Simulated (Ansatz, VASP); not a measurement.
## Be: VASP beside Ansatz

Contents of INCAR:

```
SYSTEM = Be
PREC     = Accurate       ! precision mode
ENCUT    = 520            ! plane-wave cutoff, eV
EDIFF    = 1E-6           ! SCF threshold, eV
ISMEAR   = -1             ! smearing method
SIGMA    = 0.1            ! smearing width, eV
LREAL    = .False.        ! projectors in reciprocal space
LASPH    = .True.         ! aspherical terms in the spheres
NELM     = 80             ! most SCF steps
ALGO     = Normal         ! electronic algorithm
ISIF     = 2              ! what is computed and relaxed
LWAVE    = .False.        ! write WAVECAR
LCHARG   = .False.        ! write CHGCAR
GGA      = B5             ! functional
ALDAX    = 1.0          
AGGAX    = 1.0          
AGGAC    = 1.0          
ALDAC    = 0.0          
NBANDS   = 7              ! bands
```

File KPOINTS:

```
regular mesh
0
Gamma
  19 19 19
  0 0 0
```

Contents of POSCAR:

```
Be
1.0
    0.0000000000      1.6008762364      1.6008762364
    1.6008762364      0.0000000000      1.6008762364
    1.6008762364      1.6008762364      0.0000000000
Be
1
Direct
    0.0000000000      0.0000000000      0.0000000000
```

Input for Ansatz:

```yaml
crystal:
  lattice:
    - [0.0, 1.6008762364, 1.6008762364]
    - [1.6008762364, 0.0, 1.6008762364]
    - [1.6008762364, 1.6008762364, 0.0]
  atoms:
    - { symbol: Be, position: [0.0, 0.0, 0.0] }
hamiltonian:
  xc: blyp
  pseudopotentials:
    kind: paw
    azcp:
      Be: "pseudopotentials/Be.paw.azcp"
basis:
  ecutwfc: 420
  fft_grid_basis: typed
kpoints:
  mp_grid: { grid: [19, 19, 19], shift: [0, 0, 0] }
magnetization:
  spin_polarized: false
scf:
  occupations: { method: fermi_dirac, width: 0.1 }
  lower_state_search: "off"
output:
  stress: true
```

Alike in both runs: task single point; functional BLYP; k mesh 19 × 19 × 19; occupations fermi-dirac, width 0.1 eV; no spin polarisation.

```csv
,VASP,Ansatz
version,VASP 6.6.1,Ansatz 0.2.0
potentials or method,"VASP PAW PBE potentials, release 64 (Be)","plane waves (420 eV) with PAW, scalar-relativistic"
plane-wave cutoff (eV),520,420
valence electrons in the cell,2,2
```

Ansatz gave:

| Item | Value |
| --- | --- |
| pressure (GPa) | -4.3 |

**Question.** Estimate VASP's values.

**Answer.** Pressure (GPa): -4.2.

The functional is the same, so the differences come from potentials, cutoffs and numerics.

Caveats: the PAW data sets were made with another functional, which shifts forces and pressure a little (VASP).
